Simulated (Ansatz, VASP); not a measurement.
One calculation of NiO, two programs

The input INCAR:

```
PREC     = Accurate       # precision mode
ENCUT    = 520            # plane-wave cutoff, eV
EDIFF    = 1E-6           # SCF threshold, eV
ISMEAR   = 0              # smearing method
SIGMA    = 0.026000000000000002 # smearing width, eV
LREAL    = F              # projectors in reciprocal space
LASPH    = T              # aspherical terms in the spheres
NELM     = 150            # most SCF steps
ALGO     = Normal         # electronic algorithm
ISIF     = 2              # what is computed and relaxed
LWAVE    = F              # write WAVECAR
LCHARG   = F              # write CHGCAR
ISPIN    = 2              # spin polarisation
MAGMOM   = 1 0            # initial moments
LORBIT   = 11             # projections on sites
LMAXMIX  = 4              # l up to which the mixer works
GGA      = PE             # functional
NBANDS   = 19             # bands
```

File KPOINTS:

```
regular mesh
0
Gamma
  11 11 11
```

POSCAR

```
NiO
1.0
    0.0000000000      2.0859016414      2.0859016414
    2.0859016414      0.0000000000      2.0859016414
    2.0859016414      2.0859016414      0.0000000000
Ni O
1 1
Direct
    0.0000000000      0.0000000000      0.0000000000
    0.5000000000      0.5000000000      0.5000000000
```

File input.yaml:

```yaml
crystal:
  lattice:
    - [0.0, 2.0859016414, 2.0859016414]
    - [2.0859016414, 0.0, 2.0859016414]
    - [2.0859016414, 2.0859016414, 0.0]
  atoms:
    - { symbol: Ni, position: [0.0, 0.0, 0.0], spin: 1.0 }
    - { symbol: O, position: [0.5, 0.5, 0.5] }
hamiltonian:
  xc: pbe
  pseudopotentials: { kind: paw }
magnetization:
  spin_polarized: true
kpoints:
  mp_grid: { grid: [11, 11, 11] }
scf:
  occupations: { method: gaussian, width: 0.026 }
output:
  forces: true
  stress: true
  eigenvalues: true
  write_density: true
  write_potential: true
  elf: true
  volumetric_format: npy
```

Alike in both runs: task single point; functional PBE; k mesh 11 × 11 × 11; occupations gaussian, width 0.026 eV; collinear spin, ferromagnetic start.

|  | VASP | Ansatz |
| --- | --- | --- |
| version | VASP 6.6.1 | Ansatz 0.2.0 |
| potentials or method | VASP PAW PBE potentials, release 64 (Ni, O) | Ansatz PAW |
| plane-wave cutoff (eV) | 520 | 420 |
| valence electrons in the cell | 16 | 24 |

```csv
,VASP,Ansatz,Ansatz less VASP
gap on the k mesh at the Fermi level (eV),none,none,-
pressure (GPa),5.9,6.3,+0.41
net moment per atom (μB),0.88,0.90,+0.013
size of the moment on the site where the two differ most (μB),0.27,0.29,+0.020
```

Site moments also hang on the region over which each program counts them. A gap of «none» marks a metal or a gap that the smearing closes. The functional is the same, so the differences come from potentials, cutoffs and numerics. The two sets of potentials don't hold the same shells in valence.

Caveats: a cell with one magnetic atom can't hold antiferromagnetic order, which such compounds often take; semilocal functionals often make such compounds metallic where correlation or magnetic order opens a gap, which also shifts bond lengths; the pressure holds a Pulay correction of +0.7 GPa for the finite cutoff (Ansatz). With open d or f shells a metallic result of PBE can be an artefact of self-interaction; +U or a hybrid may open a gap.
